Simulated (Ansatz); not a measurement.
# Al3Ru2: how settings move the results

Aim, for Al3Ru2: see how the k-point mesh moves the results.

Computed with Ansatz 0.2.0 (DFT r2SCAN, scalar-relativistic, plane waves, PAW, unless a step's input says otherwise).

1 further run of the same task is left out (set aside as unsound or not needed). Runs told in other sessions of the task aren't counted.

## Step 1: Starting point

It takes space group I4/mmm (No. 139, tetragonal). Conventional cell: a = 3.078 Å, b = 3.078 Å, c = 14.286 Å, α = 90.00°, β = 90.00°, γ = 90.00°. Al (site symmetry 4/mmm) has 8 Ru at 2.65 Å and 2 Al at 2.77 Å in its first shell of neighbours. Al (site symmetry 4mm) has 5 Ru at 2.51 to 2.86 Å and 5 Al at 2.70 to 2.77 Å in its first shell of neighbours. Around Ru (site symmetry 4mm) lie 9 Al at 2.51 to 2.86 Å.

Coordinates:

```xyz
5
Lattice="-1.5389 1.5389 7.1431 1.5389 -1.5389 7.1431 1.5389 1.5389 -7.1431" Properties=species:S:1:pos:R:3 pbc="T T T"
Al    0.0000    0.0000    0.0000
Al    0.0000    0.0000   11.5173
Al    0.0000    0.0000    2.7689
Ru    0.0000    0.0000    8.6556
Ru    0.0000    0.0000    5.6306
```

The structure comes from the Materials Project (structure only); it is used as listed.

## Step 2: The base input

input.yaml

```yaml
crystal:
  lattice:
    - [-1.538900875, 1.538900875, 7.14310203]
    - [1.538900875, -1.538900875, 7.14310203]
    - [1.538900875, 1.538900875, -7.14310203]
  atoms:
    - { symbol: Al, position: [0.0, 0.0, 0.0] }
    - { symbol: Al, position: [0.80618462, 0.80618462, 0.0] }
    - { symbol: Al, position: [0.19381538, 0.19381538, 0.0] }
    - { symbol: Ru, position: [0.60586857, 0.60586857, 0.0] }
    - { symbol: Ru, position: [0.39413143, 0.39413143, 0.0] }
basis:
  ecutwfc: 500
kpoints:
  mp_grid: { grid: [16, 16, 16] }
hamiltonian:
  xc: r2scan
scf:
  occupations: { method: gaussian, width: 0.1 }
output:
  forces: true
  stress: true
  eigenvalues: true
  populations: true
```

Its results, from an earlier run: -2681.2966 eV/atom at zero smearing, pressure -0.22 GPa, largest force 0.009 eV/Å, no gap on the mesh, in 7 SCF cycles and 41 s.

## Step 3: K-point mesh set to 1×1×1

input.yaml

```yaml
crystal:
  lattice:
    - [-1.538900875, 1.538900875, 7.14310203]
    - [1.538900875, -1.538900875, 7.14310203]
    - [1.538900875, 1.538900875, -7.14310203]
  atoms:
    - { symbol: Al, position: [0.0, 0.0, 0.0] }
    - { symbol: Al, position: [0.80618462, 0.80618462, 0.0] }
    - { symbol: Al, position: [0.19381538, 0.19381538, 0.0] }
    - { symbol: Ru, position: [0.60586857, 0.60586857, 0.0] }
    - { symbol: Ru, position: [0.39413143, 0.39413143, 0.0] }
basis:
  ecutwfc: 500
kpoints:
  mp_grid: { grid: [1, 1, 1] }
hamiltonian:
  xc: r2scan
scf:
  occupations: { method: gaussian, width: 0.1 }
output:
  forces: true
  stress: true
  eigenvalues: true
```

On the command line:

```console
$ ansatz run input.yaml --threads 1 --pin off --max-ram 2560MiB --backend cpu --events-out ev --progress --plain --runs-dir out
```

## Step 4: K-point mesh set to 4×4×4

Edit input.yaml of step 3 so:

```diff
@@ -14,3 +14,3 @@
 kpoints:
-  mp_grid: { grid: [1, 1, 1] }
+  mp_grid: { grid: [4, 4, 4] }
 hamiltonian:
```

## Step 5: K-point mesh set to 6×6×6

Edit input.yaml of step 4 so:

```diff
@@ -14,3 +14,3 @@
 kpoints:
-  mp_grid: { grid: [4, 4, 4] }
+  mp_grid: { grid: [6, 6, 6] }
 hamiltonian:
```

## Step 6: K-point mesh set to 8×8×8

Edit input.yaml of step 5 so:

```diff
@@ -14,3 +14,3 @@
 kpoints:
-  mp_grid: { grid: [6, 6, 6] }
+  mp_grid: { grid: [8, 8, 8] }
 hamiltonian:
```

## Step 7: K-point mesh: 10×10×10

Edit input.yaml of step 6 so:

```diff
@@ -14,3 +14,3 @@
 kpoints:
-  mp_grid: { grid: [8, 8, 8] }
+  mp_grid: { grid: [10, 10, 10] }
 hamiltonian:
```

## Step 8: K-point mesh set to 12×12×12

Edit input.yaml of step 7 so:

```diff
@@ -14,3 +14,3 @@
 kpoints:
-  mp_grid: { grid: [10, 10, 10] }
+  mp_grid: { grid: [12, 12, 12] }
 hamiltonian:
```

## Step 9: K-point mesh: 14×14×14

Edit input.yaml of step 8 so:

```diff
@@ -14,3 +14,3 @@
 kpoints:
-  mp_grid: { grid: [12, 12, 12] }
+  mp_grid: { grid: [14, 14, 14] }
 hamiltonian:
```

## Step 10: K-point mesh: 18×18×18

Edit input.yaml of step 9 so:

```diff
@@ -14,3 +14,3 @@
 kpoints:
-  mp_grid: { grid: [14, 14, 14] }
+  mp_grid: { grid: [18, 18, 18] }
 hamiltonian:
```

## Step 11: K-point mesh: 20×20×20

Edit input.yaml of step 10 so:

```diff
@@ -14,3 +14,3 @@
 kpoints:
-  mp_grid: { grid: [18, 18, 18] }
+  mp_grid: { grid: [20, 20, 20] }
 hamiltonian:
```

## Step 12: K-point mesh: 24×24×24

Edit input.yaml of step 11 so:

```diff
@@ -14,3 +14,3 @@
 kpoints:
-  mp_grid: { grid: [20, 20, 20] }
+  mp_grid: { grid: [24, 24, 24] }
 hamiltonian:
```

(Steps that only read results are left out.)

**Question.** What does this series show?

**Answer**, as computed:

| quantity | value |
| --- | --- |
| k-point mesh: within 10 and 1 meV/atom of 24×24×24 from | 4×4×4 for 10; 14×14×14 for 1 |

What this shows: For the k-point mesh, the energy stays within 1 meV/atom of the reference from 14×14×14 on, at about 0.25 of the reference's time. The reference is only the best run made, not a proven limit. The error changes sign along the series, since a k mesh isn't variational, and a metal needs dense meshes to resolve its Fermi surface. Forces stay within 0.01 eV/Å of the reference from 20×20×20 on.
